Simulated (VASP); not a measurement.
Ga2O3: single point with PBE

Ga2O3:

```
CELL_PARAMETERS angstrom
6.10700 -1.51855 0.00000
6.10700 1.51855 0.00000
-1.38599 0.00000 5.63001
ATOMIC_POSITIONS crystal
Ga 0.34134 0.34134 0.68598
Ga 0.65866 0.65866 0.31402
Ga 0.90950 0.90950 0.20540
Ga 0.09050 0.09050 0.79460
O 0.50410 0.50410 0.74340
O 0.49590 0.49590 0.25660
O 0.82670 0.82670 0.43680
O 0.17330 0.17330 0.56320
O 0.83550 0.83550 0.89020
O 0.16450 0.16450 0.10980
```

```json
{
 "Program": "VASP 6.6.1",
 "Task": "single point",
 "Functional": "PBE",
 "Potentials or basis": "VASP PAW PBE potentials, release 64 (Ga_d, O)",
 "Cutoff": "520 eV",
 "k mesh": "9 × 9 × 5",
 "Occupations": "gaussian, width 0.011 eV",
 "Spin": "no spin polarisation",
 "Further INCAR settings": "ALGO = Fast; EDIFF = 1e-07"
}
```

```yaml
Pressure: 10.2 GPa
Largest_force: 0.245 eV/Å
Band_gap_on_the_k_mesh: 2.42 eV, indirect (least direct gap 2.44 eV)
```

Forces in eV/Å, atoms in the order of the input:
```
Ga   0.033  0.000 -0.059
Ga  -0.033  0.000  0.059
Ga  -0.109  0.000 -0.069
Ga   0.109  0.000  0.069
O   -0.164  0.000 -0.057
O    0.164  0.000  0.057
O    0.032  0.000  0.049
O   -0.032  0.000 -0.049
O   -0.223  0.000  0.100
O    0.223  0.000 -0.100
```

Stress tensor (GPa, compression positive):
```
 9.95  0.00  0.17
 0.00 10.97  0.00
 0.17  0.00  9.67
```

Levels at points of the mesh, in eV from the valence-band top:
| k point | band 41 | band 42 | band 43 | band 44 | band 45 | band 46 | band 47 | band 48 |
| --- | --- | --- | --- | --- | --- | --- | --- | --- |
| (0.00, 0.00, 0.00) | -0.66 | -0.47 | -0.28 | -0.02 | 2.42 | 5.73 | 6.76 | 6.79 |

Wall time 21 min on 1 thread of AMD EPYC 9R14 (Zen 4), on a shared host, peak memory 0.59 GiB.

Caveat: an odd mesh through Γ misses points on the zone boundary, where band edges often lie. A hybrid or GW would open this gap; PBE tends to underestimate it.
